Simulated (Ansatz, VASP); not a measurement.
# Two plane-wave programs on AlRu

The input POSCAR:

```
AlRu
1.0
    2.9305298028      0.0000000000      0.0000000000
    0.0000000000      2.9305298028      0.0000000000
    0.0000000000      0.0000000000      2.9305298028
Ru Al
1 1
Direct
    0.5000000000      0.5000000000      0.5000000000
    0.0000000000      0.0000000000      0.0000000000
```

Contents of INCAR.step1:

```
SYSTEM = AlRu
PREC = Accurate ; ENCUT = 520
ISMEAR = -1 ; SIGMA = 0.05
LREAL = .FALSE. ; LASPH = .TRUE.
NELM = 80 ; NBANDS = 16
GGA = PE ; ALGO = Normal
EDIFF = 1E-4 ; LWAVE = .TRUE.
LCHARG = .FALSE.
```

Contents of INCAR.step2:

```
SYSTEM = AlRu
PREC = Accurate ; ENCUT = 520
EDIFF = 1E-6 ; ISMEAR = -1
SIGMA = 0.05 ; LREAL = .FALSE.
LASPH = .TRUE. ; NELM = 80
ALGO = Normal ; ISIF = 2
LWAVE = .FALSE. ; LCHARG = .FALSE.
METAGGA = R2SCAN ; LMIXTAU = .TRUE.
NBANDS = 16 ; ISTART = 1
```

KPOINTS

```
regular mesh
0
G
  9 9 9
  0 0 0
```

Contents of input.yaml:

```yaml
crystal:
  lattice:
    - [2.9305298028, 0.0, 0.0]
    - [0.0, 2.9305298028, 0.0]
    - [0.0, 0.0, 2.9305298028]
  atoms:
    - { symbol: Ru, position: [0.5, 0.5, 0.5] }
    - { symbol: Al, position: [0.0, 0.0, 0.0] }
hamiltonian:
  xc: r2scan
  pseudopotentials: { kind: paw }
kpoints:
  mp_grid: { grid: [9, 9, 9] }
scf:
  occupations: { method: fermi_dirac, width: 0.05 }
output:
  forces: true
  stress: true
  eigenvalues: true
  write_density: true
  write_potential: true
  elf: true
  volumetric_format: npy
```

Alike in both runs: task single point; functional r2SCAN; k mesh 9 × 9 × 9; occupations fermi-dirac, width 0.05 eV; no spin polarisation.

|  | VASP | Ansatz |
| --- | --- | --- |
| version | VASP 6.6.1 | Ansatz 0.2.0 |
| potentials or method | VASP PAW PBE potentials, release 64 (Ru_pv, Al) | Ansatz PAW |
| plane-wave cutoff (eV) | 520 | 500 |
| valence electrons in the cell | 17 | 19 |

Ansatz gave:

- gap on the k mesh at the Fermi level (eV): none
- pressure (GPa): 13.0

Estimate VASP's values.

gap on the k mesh at the Fermi level (eV): none; pressure (GPa): 13.3.

A gap of «none» marks a metal or a gap that the smearing closes. The functional is the same, so the differences come from potentials, cutoffs and numerics. The two sets of potentials don't hold the same shells in valence.

Caveats: the PAW data sets were made with another functional, which shifts forces and pressure a little (VASP); the PAW data sets come from PBE, with cores solved anew for the run's functional, which leaves a small shift of forces and pressure (Ansatz).
